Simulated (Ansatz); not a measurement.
Here is an Ansatz 0.2.0 calculation.

The input input.yaml:

```yaml
crystal:
  lattice:
    - [2.82503, 0.0, 0.0]
    - [0.0, 2.82503, 0.0]
    - [0.0, 0.0, 2.82503]
  atoms:
    - { symbol: Hf, position: [0.5, 0.5, 0.5] }
    - { symbol: "N", position: [0.0, 0.0, 0.0] }
hamiltonian:
  xc: pbesol
  pseudopotentials: { kind: paw }
kpoints:
  mp_grid: { grid: [8, 8, 8] }
scf:
  occupations: { method: fermi_dirac, width: 0.05 }
output:
  forces: true
  stress: true
elastic:
  mode: relaxed_ion
  stencil: two_point
```

Potentials or basis: Ansatz PAW.

Run with:

```bash
$ ansatz run input.yaml --threads 2 --pin off --max-ram 5632MiB --backend cpu --events-out ev --progress --plain --runs-dir out
```

Estimate the elastic constants C11, C12, C44.

574, 41, 32 GPa.

Predict the Voigt bulk modulus.

218 GPa.

What does it give for the pressure?

-8.6 GPa.

Predict the band gap on the k mesh.

none (metal or under the smearing width).

Elastic tensor in Voigt notation (GPa, in the Cartesian axes of the cell as first typed):
```
574  41  41   0   0   0
 41 574  41   0   0   0
 41  41 574   0   0   0
  0   0   0  32   0   0
  0   0   0   0  32   0
  0   0   0   0   0  32
```

Caveat: the cell is more than 3 GPa from zero pressure, which shifts response properties; elastic constants of metals need much finer meshes, so these are rough; the pressure holds a Pulay correction of +0.4 GPa for the finite cutoff; the PAW data sets come from PBE, with cores solved anew for the run's functional, which leaves a small shift of forces and pressure. The run has no spin-orbit coupling, so splittings on Hf are missing.
